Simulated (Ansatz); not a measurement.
# TiH: enthalpy against pressure

TiH, Fm-3m, a = 4.174 Å. The structure is a Materials Project entry; whether it is the stable form wasn't checked. Ansatz: r2SCAN, PAW, 500 eV, Γ-centred 18×18×18 mesh on 2 atoms, Gaussian smearing 0.10 eV; no spin polarisation. Cell and atoms are relaxed at each pressure, and no other structure is tried, so the rows at high pressure may lie past a change of phase. y is the enthalpy over the state at zero pressure; there V0 = 9.090 Å³/atom. The pressures are the targets, met within 0.04 GPa.

```tsv
P (GPa)	y (eV/atom)
-1.0	-0.0569
0.0	0.0000
1.0	0.0565
4.0	0.2240
12.0	?
25.0	1.3218
50.0	2.5061
90.0	4.2211
```

Problem. Fit y = c1 P + c2 P² + c3 P³ to the other rows, say what c1 and c2 mean, and predict the missing value.

Solution. Least squares on the rows shown. y = 0.056264 P − 0.00014655 P² + 4.7249×10⁻⁷ P³. Since dH/dP = V, c1 is V0: 0.056264 eV/GPa × 160.2 = 9.013 Å³ against 9.090; c2 = −V0/(2B0) gives B0 = 192 GPa, where a Birch–Murnaghan fit to the volumes of the same runs (not shown) gives 148 GPa: a cubic over this range folds the higher terms into c2. At P = 12.0 the fit asked for gives 0.6549 eV/atom. The run gave 0.6562 eV/atom, so the fit is 0.0013 eV/atom too low, 0.03 % of the span of the series, against an rms of 0.0006 eV/atom on the fitted rows. With a term in P⁴ added, a fit to the same known rows predicts 0.6564 eV/atom, so most of the miss is curvature that the known rows already hold.

The mesh isn't the same in all rows (18×18×18, 20×20×20).